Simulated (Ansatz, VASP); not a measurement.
# One calculation of Pd, two programs

```
CELL_PARAMETERS angstrom
1.88975 -4.61641 0.00000
1.88975 4.61641 0.00000
0.00000 0.00000 3.72101
ATOMIC_POSITIONS crystal
Pd 0.13803 0.86197 0.99999
Pd 0.63803 0.36197 0.50001
Pd 0.86197 0.13803 0.00001
Pd 0.36197 0.63803 0.49999
```

Alike in both runs: functional r2SCAN; k mesh 6 × 6 × 4; occupations gaussian, width 0.1 eV; no spin polarisation.

Ansatz relaxed the structure, and its values are those at the end. VASP's run is a single point on that final structure, the one shown.

```csv
,VASP,Ansatz
version,VASP 6.6.1,Ansatz 0.2.0
potentials or method,"VASP PAW PBE potentials, release 64 (Pd)","scalar-relativistic, plane waves, PAW"
plane-wave cutoff (eV),520,500
valence electrons in the cell,40,72
```

```csv
,VASP,Ansatz,Ansatz less VASP
gap on the k mesh at the Fermi level (eV),none,none,-
pressure (GPa),0.5,-0.1,-0.57
rms of the force components (eV/Å),0.002,0.006,+0.0034
```

A gap of «none» marks a metal or a gap that the smearing closes. The functional is the same, so the differences come from potentials, cutoffs and numerics. The two sets of potentials don't hold the same shells in valence.

Caveats: the k mesh is coarse (spacing up to 0.42 Å⁻¹), so the values aren't converged; the PAW data sets were made with another functional, which shifts forces and pressure a little (VASP).
